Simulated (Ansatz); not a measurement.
# Te: the cost of one run

Program: Ansatz 0.2.0. Level of theory: DFT LDA, scalar-relativistic. These are calculated values, not measurements.

**1. Starting point**

Symmetry: P3_121, No. 152, trigonal system. The conventional cell has a = 4.458 Å, b = 4.458 Å, c = 5.925 Å, α = 90.00°, β = 90.00°, γ = 120.00°. Te (site symmetry 2) has 2 Te at 2.79 Å as nearest neighbours.

Structure file:

```
CELL_PARAMETERS angstrom
4.45800 0.00000 0.00000
-2.22900 3.86074 0.00000
0.00000 0.00000 5.92500
ATOMIC_POSITIONS crystal
Te 0.74500 0.00000 0.33333
Te 0.00000 0.74500 0.66667
Te 0.25500 0.25500 0.00000
```

Atoms are numbered in the order of the input: Te1, Te2, Te3.

**2. The deformed structure**

Space group P3_121 before, P1 after.

**3. Full-potential LAPW**

input.yaml

```yaml
crystal:
  lattice:
    - [4.4579994587, -0.0445799946, -0.0445799946]
    - [-2.2676071372, 3.8830307786, -0.0163174105]
    - [-0.05925, -0.05925, 5.925]
  atoms:
    - { symbol: Te, position: [0.745, 0.0, 0.3333333333] }
    - { symbol: Te, position: [0.0, 0.745, 0.6666666667] }
    - { symbol: Te, position: [0.255, 0.255, 0.0] }
kpoints:
  mp_grid: { grid: [9, 9, 6] }
  band_path:
    path:
      - [0.0, 0.0, 0.0]
      - [0.0, 0.0, 0.5]
      - [-0.5, 0.5, 0.0]
      - [0.0, 0.0, 0.0]
      - [0.0, -0.5, 0.0]
      - [-0.5, 0.0, 0.5]
      - [0.0, 0.0, 0.0]
      - [-0.5, 0.0, 0.0]
      - [0.0, -0.5, 0.5]
    npoints: 5
scf:
  occupations: { method: fermi_dirac, width: 0.08 }
hamiltonian:
  xc: lda
  pseudopotentials: { kind: all_electron, lapw: { basis_error: 0.0005 } }
output:
  forces: true
  stress: true
  eigenvalues: true
```

Launch:

```sh
ansatz run input.yaml --threads 1 --pin off --max-ram 6144MiB --backend cpu --events-out ev --progress --plain --runs-dir out
```

Q: Estimate wall time and peak memory on 1 thread of Arm Neoverse V2, shared host.

About 7.6 min, with a peak of 1.3 GiB.
